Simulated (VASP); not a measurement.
# NiO2 (P-3m1) in VASP: notebook

The runs below take NiO2 through single point, with PBEsol.

Program: VASP 6.6.1. These are calculated values, not measurements. Logs are shortened: lines on timing, memory, paths and dates and some standing lists are left out, and cuts for length are marked.

### 1 The cell of the first run

Symmetry: P-3m1, No. 164, trigonal system. The conventional cell has a = 2.842 Å, b = 2.842 Å, c = 4.772 Å, α = 90.00°, β = 90.00°, γ = 120.00°. Ni (site symmetry -3m) has 6 O at 1.77 Å as nearest neighbours. O (site symmetry 3m) is surrounded by 3 Ni at 1.77 Å.

The cell comes from a database or a generator and needn't be the stable form of this composition.

### 2 Single point, PBEsol

Input file INCAR:

```
SYSTEM = NiO2
ALGO = Normal ; EDIFF = 1E-6
ENCUT = 520 ; GGA = PS
ISIF = 2 ; ISMEAR = 0
LASPH = .TRUE. ; LCHARG = .TRUE.
LELF = .TRUE. ; LREAL = .FALSE.
LVHAR = .TRUE. ; LWAVE = .FALSE.
NBANDS = 18 ; NELM = 80
PREC = Accurate ; SIGMA = 0.05
```

Input file KPOINTS:

```
k-points
0
G
  12 12 6
  0 0 0
```

Input file POSCAR:

```
NiO2
1.0
    2.8419904474      0.0000000000      0.0000000000
   -1.4209952237      2.4612359247      0.0000000000
    0.0000000000      0.0000000000      4.7717019612
Ni O
1 2
Direct
    0.0000000000      0.0000000000      0.5000000000
    0.6666666667      0.3333333333      0.6373845568
    0.3333333333      0.6666666667      0.3626154432
```

Potentials or basis: VASP PAW PBE potentials, release 64 (Ni, O).

The run is started by

```sh
> cat potpaw_PBE.64/Ni/POTCAR potpaw_PBE.64/O/POTCAR > POTCAR
> mpirun -np 1 vasp_std > vasp.out
```

OUTCAR:

```text
SYSTEM = NiO2
   EDIFF = 1E-6
   ENCUT = 520
   GGA = PS
   ISIF = 2
   ISMEAR = 0
   LASPH = .TRUE.
   LREAL = .FALSE.
   NELM = 80
   PREC = Accurate

 ion  position               nearest neighbor table
   1  0.000  0.000  0.500-   2 1.77   3 1.77   3 1.77   2 1.77   2 1.77   3 1.77
   2  0.667  0.333  0.637-   1 1.77   1 1.77   1 1.77
   3  0.333  0.667  0.363-   1 1.77   1 1.77   1 1.77

  LATTYP: Found a hexagonal cell.
 ALAT       =     2.8419904474
 C/A-ratio  =     1.6790000000

  Lattice vectors:

 A1 = (   2.8419904474,   0.0000000000,   0.0000000000)
 A2 = (  -1.4209952237,   2.4612359247,   0.0000000000)
 A3 = (   0.0000000000,   0.0000000000,   4.7717019612)

Analysis of symmetry for initial positions (statically):
=====================================================================
 Subroutine PRICEL returns:
 Original cell was already a primitive cell.

 Routine SETGRP: Setting up the symmetry group for a
 hexagonal supercell.

 Subroutine GETGRP returns: Found 12 space group operations
 (whereof 12 operations were pure point group operations)
 out of a pool of 24 trial point group operations.

The static configuration has the point symmetry D_3d.

Analysis of symmetry for dynamics (positions and initial velocities):
=====================================================================
 Subroutine PRICEL returns:
 Original cell was already a primitive cell.

 Routine SETGRP: Setting up the symmetry group for a
 hexagonal supercell.

 Subroutine GETGRP returns: Found 12 space group operations
 (whereof 12 operations were pure point group operations)
 out of a pool of 24 trial point group operations.

The dynamic configuration has the point symmetry D_3d.

 Subroutine INISYM returns: Found 12 space group operations
 (whereof 12 operations are pure point group operations),
 and found     1 'primitive' translations

----------------------------------------------------------------------------------------

                                     Primitive cell

  volume of cell :      33.3771

  direct lattice vectors                    reciprocal lattice vectors
     2.841990447  0.000000000  0.000000000     0.351866067  0.203149968  0.000000000
    -1.420995224  2.461235925  0.000000000     0.000000000  0.406299937  0.000000000
     0.000000000  0.000000000  4.771701961     0.000000000  0.000000000  0.209568831

  length of vectors
     2.841990447  2.841990447  4.771701961     0.406299937  0.406299937  0.209568831

[... 79 lines left out ...]
   LASPH  =      T    aspherical Exc in radial PAW
   ENCUT  =  520.0 eV  38.22 Ry    6.18 a.u.   5.28  5.28  8.87*2*pi/ulx,y,z
   NELM   =     80;   NELMIN=  2; NELMDL= -5     # of ELM steps
   EDIFF  = 0.1E-05   stopping-criterion for ELM
   LREAL  =      F    real-space projection
   EDIFFG = 0.1E-04   stopping-criterion for IOM
   NSW    =      0    number of steps for IOM
   IBRION =     -1    ionic relax: 0-MD 1-quasi-New 2-CG
   NFREE  =      0    steps in history (QN), initial steepest desc. (CG)
   ISIF   =      2    stress and relaxation
   ISYM   =      2    0-nonsym 1-usesym 2-fastsym
   POTIM  = 0.5000    time-step for ionic-motion
   TEBEG  =    0.0;   TEEND  =   0.0 temperature during run
   PSTRESS=    0.0 pullay stress
   NELECT =      22.0000    total number of electrons
   NUPDOWN=      -1.0000    fix difference up-down
   EMIN   =  10.00;   EMAX   =-10.00  energy-range for DOS
   EFERMI =   0.00;   METHOD = LEGACY
   ISMEAR =     0;   SIGMA  =   0.05  broadening in eV -4-tet -1-fermi 0-gaus
   EFERMI_NEDOS =   21; number of points for ismear=-14 and -15
   IALGO  =     38    algorithm
   IMIX   =      4    mixing-type and parameters
     AMIX     =   0.40;   BMIX     =  1.00
     AMIX_MAG =   1.60;   BMIX_MAG =  1.00
  volume/ion in A,a.u.               =      11.13        75.08
  Fermi-wavevector in a.u.,A,eV,Ry     =   1.424730  2.692350 27.617874  2.029856
  Thomas-Fermi vector in A             =   2.545190
   LORBIT       =      0    0 simple, 1 ext, 2 COOP (PROOUT), +10 PAW based schemes
   GGA     = PS    functional components
   LHFCALC =     F    Hartree Fock is set to
   AEXX    =    0.0000 exact exchange contribution
   IVDW    =     0    specifies the selected vdW correction
   LEPSILON=     F    determine dielectric tensor
   LRPA    =     F    only Hartree local field effects (RPA)
 non-spin polarized calculation
 Gauss-broadening in eV      SIGMA  =   0.05
  energy-cutoff  :      520.00
  volume of cell :       33.38
 maximum number of plane-waves:       909
 NGX is ok and might be reduce to    24
   NGX = 11   NGY = 11   NGZ = 17

 number of electron      21.9999994 magnetization

 Free energy of the ion-electron system (eV)
  ---------------------------------------------------
  ext. energy  EPLUGINS =         0.00000000
  ---------------------------------------------------
  free energy    TOTEN  =       -17.44983093 eV

  energy without entropy =      -17.44983093  energy(sigma->0) =      -17.44983093

 E-fermi :   2.9979     XC(G=0): -10.1221

 val. band max:        2.8036690058   @ k =   0.0000   0.0000   0.5000
 cond. band min:       3.4840164705   @ k =   0.3333   0.0000   0.1667
 fundamental gap:      0.6803474646
 Fermi energy:         2.9978992051

 k-point     1 :       0.0000    0.0000    0.0000
  band No.  band energies     occupation
      1     -19.1407      2.00000
      2     -14.1795      2.00000
      3      -5.4614      2.00000
      4      -5.4614      2.00000
      5      -3.1548      2.00000
      6       0.0028      2.00000
[... 481 lines left out ...]
      5      -2.8593      2.00000
      6      -1.2475      2.00000
[... 10 lines left out ...]
     17      19.6756      0.00000
     18      22.6032      0.00000

 [... further k-points ...]
[... 5 lines left out ...]
  --------------------------------------------------------------------------------------
  -------------------------------------------------------------------------------------
  Total        8.1609247      8.1609247      6.7228401     -0.0000000      0.0000000      0.0000000
  in kB      391.7425850    391.7425849    322.7113159     -0.0000000      0.0000000      0.0000000
  external PRESSURE =     368.7321619 kB  Pullay stress =       0.0000000 kB

 VOLUME and BASIS-vectors are now :
 -----------------------------------------------------------------------------
  energy-cutoff  :      520.00
  volume of cell :       33.38
      direct lattice vectors                 reciprocal lattice vectors
     2.841990447  0.000000000  0.000000000     0.351866067  0.203149968  0.000000000
    -1.420995224  2.461235925  0.000000000     0.000000000  0.406299937  0.000000000
     0.000000000  0.000000000  4.771701961     0.000000000  0.000000000  0.209568831

 POSITION                                       TOTAL-FORCE (eV/Angst)
 -----------------------------------------------------------------------------------
      0.00000      0.00000      2.38585         0.000000      0.000000      0.000000
      1.42100      0.82041      3.04141        -0.000000      0.000000      5.193532
     -0.00000      1.64082      1.73029         0.000000     -0.000000     -5.193532
 -----------------------------------------------------------------------------------
    total drift:                                0.000000      0.000000      0.000000

  FREE ENERGIE OF THE ION-ELECTRON SYSTEM (eV)
  ---------------------------------------------------
  free  energy   TOTEN  =       -17.4498309270 eV

  energy  without entropy=      -17.4498309270  energy(sigma->0) =      -17.44983093
```

OSZICAR:

```text
N       E                     dE             d eps       ncg     rms          rms(c)
DAV:   1     0.175249571455E+03    0.17525E+03   -0.11863E+04  3632   0.146E+03
DAV:   2    -0.952405771345E+01   -0.18477E+03   -0.17102E+03  3930   0.326E+02
DAV:   3    -0.250587129403E+02   -0.15535E+02   -0.15342E+02  4062   0.111E+02
DAV:   4    -0.252686843863E+02   -0.20997E+00   -0.20978E+00  4134   0.130E+01
DAV:   5    -0.252717312029E+02   -0.30468E-02   -0.30464E-02  4090   0.158E+00    0.336E+01
DAV:   6    -0.290061839300E+02   -0.37345E+01   -0.55154E+01  4510   0.174E+02    0.479E+01
DAV:   7    -0.174655751336E+02    0.11541E+02   -0.20663E+01  4196   0.124E+02    0.712E+00
DAV:   8    -0.174705372051E+02   -0.49621E-02   -0.21721E+00  4516   0.179E+01    0.411E+00
DAV:   9    -0.174551271113E+02    0.15410E-01   -0.12440E-01  5336   0.867E+00    0.640E-01
DAV:  10    -0.174537991142E+02    0.13280E-02   -0.49200E-02  3990   0.625E+00    0.731E-01
DAV:  11    -0.174497725552E+02    0.40266E-02   -0.75242E-03  4310   0.250E+00    0.109E-01
DAV:  12    -0.174498245389E+02   -0.51984E-04   -0.12721E-03  3978   0.360E-01    0.556E-02
DAV:  13    -0.174498301909E+02   -0.56520E-05   -0.14117E-04  4022   0.184E-01    0.139E-02
DAV:  14    -0.174498324505E+02   -0.22597E-05   -0.27069E-05  4966   0.967E-02    0.167E-02
DAV:  15    -0.174498311397E+02    0.13109E-05   -0.11149E-05  3902   0.889E-02    0.376E-03
DAV:  16    -0.174498309270E+02    0.21264E-06   -0.12439E-06  3096   0.142E-02
   1 F= -.17449831E+02 E0= -.17449831E+02  d E =-.980054E-11
```

Wall time 43 s (1 thread of Intel Xeon Platinum 8488C (Sapphire Rapids), shared host); peak memory 0.19 GiB.

What came out:

| Property | Result |
| --- | --- |
| Free energy | -17.4498 eV |
| Pressure | 36.9 GPa |
| Largest force | 5.194 eV/Å |
| Band gap on the k mesh | 0.68 eV, indirect (least direct gap 1.03 eV) |

Forces in eV/Å, atoms in the order of the input:
```
Ni   0.000  0.000  0.000
O    0.000  0.000  5.194
O    0.000  0.000 -5.194
```

Levels at points of the mesh, in eV from the valence-band top:
```csv
k point,band 7,band 8,band 9,band 10,band 11,band 12,band 13,band 14,band 15,band 16
"(0.00, 0.00, 0.00)",-2.80,-2.32,-1.98,-1.98,-0.10,2.38,2.38,6.44,11.19,14.49
"(0.50, 0.00, 0.00)",-4.20,-2.77,-2.54,-1.64,-1.12,1.01,2.58,11.36,11.63,13.61
"(0.00, 0.00, 0.50)",-2.80,-2.80,-1.98,-1.98,0.00,2.38,2.38,7.65,10.19,13.12
"(0.50, 0.00, 0.50)",-4.15,-2.77,-2.51,-1.44,-1.14,0.99,2.56,10.31,12.06,14.47
```

Caveat: a pressure of tens of GPa on the cell as given is suspect, and the run, the potentials or the cell itself is likely at fault; the PAW data sets were made with another functional, which shifts forces and pressure a little.

### 3 Single point, PBEsol

Input file INCAR:

```
PREC = Accurate ; ENCUT = 520
EDIFF = 1E-6 ; ISMEAR = 0
SIGMA = 0.05 ; LREAL = False
LASPH = True ; NELM = 80
ALGO = Normal ; ISIF = 2
LWAVE = False ; LCHARG = True
GGA = PS ; LELF = True
LVHAR = True ; NBANDS = 18
```

Input file KPOINTS:

```
regular mesh
0
Gamma
  12 12 6
```

Input file POSCAR:

```
NiO2
1.0
    2.8624235356      0.0000000000      0.0000000000
   -1.4312117678      2.4789314982      0.0000000000
    0.0000000000      0.0000000000      4.7038205961
Ni O
1 2
Direct
    0.0000000000      0.0000000000      0.5000000000
    0.6666666667      0.3333333333      0.7127976082
    0.3333333333      0.6666666667      0.2872023918
```

Potentials or basis: VASP PAW PBE potentials, release 64 (Ni, O).

The run is started by

```sh
> cat potpaw_PBE.64/Ni/POTCAR potpaw_PBE.64/O/POTCAR > POTCAR
> mpirun -np 1 vasp_std > vasp.out
```

Wall time 42 s (1 thread of Intel Xeon Platinum 8488C (Sapphire Rapids), shared host); peak memory 0.19 GiB.

Results (log left out):

```
Free energy            : -18.5424 eV
Pressure               : -17.4 GPa
Largest force          : 1.606 eV/Å
Band gap on the k mesh : 0.78 eV, indirect (least direct gap 0.93 eV)
```

Forces in eV/Å, atoms in the order of the input:
```
Ni   0.000  0.000  0.000
O    0.000  0.000 -1.606
O    0.000  0.000  1.606
```

Stress tensor (GPa, compression positive):
```
-18.27   0.00   0.00
  0.00 -18.27   0.00
  0.00   0.00 -15.54
```

Levels at points of the mesh, in eV from the valence-band top:
| k point | band 9 | band 10 | band 11 | band 12 | band 13 | band 14 |
| --- | --- | --- | --- | --- | --- | --- |
| (0.00, 0.00, 0.00) | -0.86 | -0.53 | -0.44 | 1.93 | 1.93 | 7.08 |
| (0.50, 0.00, 0.00) | -1.50 | -1.50 | -0.90 | 1.40 | 1.89 | 11.86 |
| (0.00, 0.00, 0.50) | -0.90 | -0.90 | -0.17 | 1.97 | 1.97 | 8.86 |
| (0.50, 0.00, 0.50) | -1.50 | -1.39 | -0.96 | 1.41 | 1.81 | 11.37 |

Caveat: so large a pressure means that the cell lies far from this level's equilibrium, or that cutoff or potentials fall short; the potentials were made for another functional, which shifts forces and pressure.
